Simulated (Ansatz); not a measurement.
# La2O3: the cost of one run

Computed with Ansatz 0.2.0 (DFT PBE, scalar-relativistic, plane waves, PAW, unless a step's input says otherwise).

## Step 1: Starting point

The structure is trigonal, space group P321 (No. 150). The conventional cell has a = 3.930 Å, b = 3.930 Å, c = 6.120 Å, α = 90.00°, β = 90.00°, γ = 120.00°. Around La (site symmetry 3) lie 3 O at 2.14 Å. O (site symmetry 2) is surrounded by 2 O at 1.70 Å and 2 La at 2.14 Å.

As a file:

```
La O
1.0
    -5.89500    3.40348   -6.12000
     5.89500   -3.40348   -6.12000
    -5.89500  -10.21044    6.12000
La O
24 36
Cartesian
  -5.8950 -7.9415 -4.5900
  -5.8950 -7.9415 1.5300
  -1.9650 -7.9415 1.5300
  -1.9650 -7.9415 -4.5900
  -3.9300 -4.5380 1.5300
  -3.9300 -4.5380 -4.5900
  0.0000 -4.5380 -4.5900
  -5.8950 -1.1345 -4.5900
  -1.9650 -1.1345 -4.5900
  3.9300 -4.5380 -4.5900
  -3.9300 2.2690 -4.5900
  1.9650 -1.1345 -4.5900
  -3.9300 -9.0759 -1.5300
  -9.8250 -5.6725 -1.5300
  -5.8950 -5.6725 -1.5300
  0.0000 -9.0759 -1.5300
  -1.9650 -5.6725 -7.6500
  -1.9650 -5.6725 -1.5300
  -3.9300 -2.2690 -7.6500
  -3.9300 -2.2690 -1.5300
  0.0000 -2.2690 -1.5300
  0.0000 -2.2690 -7.6500
  3.9300 -2.2690 -7.6500
  -1.9650 1.1345 -7.6500
  -5.4038 -9.3596 -6.1200
  -5.4038 -9.3596 0.0000
  -1.4737 -9.3596 0.0000
  -7.3687 -5.9561 0.0000
  -3.4387 -5.9561 0.0000
  -3.4387 -5.9561 -6.1200
  0.4912 -5.9561 -6.1200
  -5.4038 -2.5526 -6.1200
  -1.4737 -2.5526 -6.1200
  -1.4737 -2.5526 0.0000
  -3.4387 0.8509 -6.1200
  2.4563 -2.5526 -6.1200
  -8.8425 -6.8070 0.0000
  -2.9475 -10.2104 0.0000
  -4.9125 -6.8070 -6.1200
  -4.9125 -6.8070 0.0000
  -0.9825 -6.8070 0.0000
  -0.9825 -6.8070 -6.1200
  -2.9475 -3.4035 0.0000
  -2.9475 -3.4035 -6.1200
  0.9825 -3.4035 -6.1200
  -4.9125 0.0000 -6.1200
  -0.9825 0.0000 -6.1200
  4.9125 -3.4035 -6.1200
  -1.4737 -11.0613 0.0000
  -7.3687 -7.6578 0.0000
  -3.4387 -7.6578 0.0000
  -3.4387 -7.6578 -6.1200
  -5.4038 -4.2544 0.0000
  -5.4038 -4.2544 -6.1200
  -1.4737 -4.2543 -6.1200
  -1.4737 -4.2544 0.0000
  -3.4387 -0.8509 -6.1200
  2.4563 -4.2543 -6.1200
  -5.4038 2.5526 -6.1200
  0.4912 -0.8509 -6.1200
```

The runs take a perfect supercell of 60 atoms; the defect goes to fractional position (0.958, 0.958, 0.917).

## Step 2: The perfect supercell

input.yaml reads:

```yaml
crystal:
  lattice:
    - [-5.895, 3.40348, -6.12]
    - [5.895, -3.40348, -6.12]
    - [-5.895, -10.21044, 6.12]
  atoms:
    - { symbol: La, position: [0.875, 0.708334, 0.833333] }
    - { symbol: La, position: [0.375, 0.208334, 0.833333] }
    - { symbol: La, position: [0.041666, 0.375, 0.666667] }
    - { symbol: La, position: [0.541666, 0.875, 0.666667] }
    - { symbol: La, position: [0.208333, 0.041667, 0.5] }
    - { symbol: La, position: [0.708333, 0.541667, 0.5] }
    - { symbol: La, position: [0.375, 0.708334, 0.333333] }
    - { symbol: La, position: [0.875, 0.208334, 0.333333] }
    - { symbol: La, position: [0.541666, 0.375, 0.166667] }
    - { symbol: La, position: [0.041666, 0.875, 0.166667] }
    - { symbol: La, position: [0.708333, 0.041667, 0.0] }
    - { symbol: La, position: [0.208333, 0.541667, 0.0] }
    - { symbol: La, position: [0.458334, 0.625, 0.833333] }
    - { symbol: La, position: [0.958334, 0.125, 0.833333] }
    - { symbol: La, position: [0.625, 0.291666, 0.666667] }
    - { symbol: La, position: [0.125, 0.791666, 0.666667] }
    - { symbol: La, position: [0.791667, 0.958333, 0.5] }
    - { symbol: La, position: [0.291667, 0.458333, 0.5] }
    - { symbol: La, position: [0.958334, 0.625, 0.333333] }
    - { symbol: La, position: [0.458334, 0.125, 0.333333] }
    - { symbol: La, position: [0.125, 0.291666, 0.166667] }
    - { symbol: La, position: [0.625, 0.791666, 0.166667] }
    - { symbol: La, position: [0.291667, 0.958333, 0.0] }
    - { symbol: La, position: [0.791667, 0.458333, 0.0] }
    - { symbol: O, position: [0.958333, 0.958333, 0.916667] }
    - { symbol: O, position: [0.458333, 0.458333, 0.916667] }
    - { symbol: O, position: [0.125, 0.625, 0.75] }
    - { symbol: O, position: [0.625, 0.125, 0.75] }
    - { symbol: O, position: [0.291667, 0.291667, 0.583333] }
    - { symbol: O, position: [0.791667, 0.791667, 0.583333] }
    - { symbol: O, position: [0.458333, 0.958333, 0.416667] }
    - { symbol: O, position: [0.958333, 0.458333, 0.416667] }
    - { symbol: O, position: [0.625, 0.625, 0.25] }
    - { symbol: O, position: [0.125, 0.125, 0.25] }
    - { symbol: O, position: [0.791667, 0.291667, 0.083333] }
    - { symbol: O, position: [0.291667, 0.791667, 0.083333] }
    - { symbol: O, position: [0.75, 0.125, 0.875] }
    - { symbol: O, position: [0.25, 0.625, 0.875] }
    - { symbol: O, position: [0.916667, 0.791667, 0.708333] }
    - { symbol: O, position: [0.416667, 0.291667, 0.708333] }
    - { symbol: O, position: [0.083333, 0.458333, 0.541667] }
    - { symbol: O, position: [0.583333, 0.958333, 0.541667] }
    - { symbol: O, position: [0.25, 0.125, 0.375] }
    - { symbol: O, position: [0.75, 0.625, 0.375] }
    - { symbol: O, position: [0.416667, 0.791667, 0.208333] }
    - { symbol: O, position: [0.916667, 0.291667, 0.208333] }
    - { symbol: O, position: [0.583333, 0.458333, 0.041667] }
    - { symbol: O, position: [0.083333, 0.958333, 0.041667] }
    - { symbol: O, position: [0.125, 0.75, 0.875] }
    - { symbol: O, position: [0.625, 0.25, 0.875] }
    - { symbol: O, position: [0.291667, 0.416667, 0.708333] }
    - { symbol: O, position: [0.791667, 0.916667, 0.708333] }
    - { symbol: O, position: [0.458333, 0.083333, 0.541667] }
    - { symbol: O, position: [0.958333, 0.583333, 0.541667] }
    - { symbol: O, position: [0.625, 0.75, 0.375] }
    - { symbol: O, position: [0.125, 0.25, 0.375] }
    - { symbol: O, position: [0.791667, 0.416667, 0.208333] }
    - { symbol: O, position: [0.291667, 0.916667, 0.208333] }
    - { symbol: O, position: [0.958333, 0.083333, 0.041667] }
    - { symbol: O, position: [0.458333, 0.583333, 0.041667] }
basis:
  ecutwfc: 420
  fft_grid_basis: typed
kpoints:
  mp_grid: { grid: [2, 2, 2] }
hamiltonian:
  xc: pbe
  pseudopotentials: { kind: paw }
scf:
  occupations: { method: gaussian, width: 0.05 }
output:
  forces: true
  stress: false
  eigenvalues: true
  bader: false
  write_density: true
  volumetric_format: npy
```

On the command line:

```sh
ansatz run input.yaml --threads 8 --pin off --max-ram 16384MiB --backend cpu --events-out ev --progress --plain --runs-dir out
```

What time and memory should one allow on 8 threads of Arm Neoverse N1, shared host?

About 43 s, with a peak of 8.8 GiB.
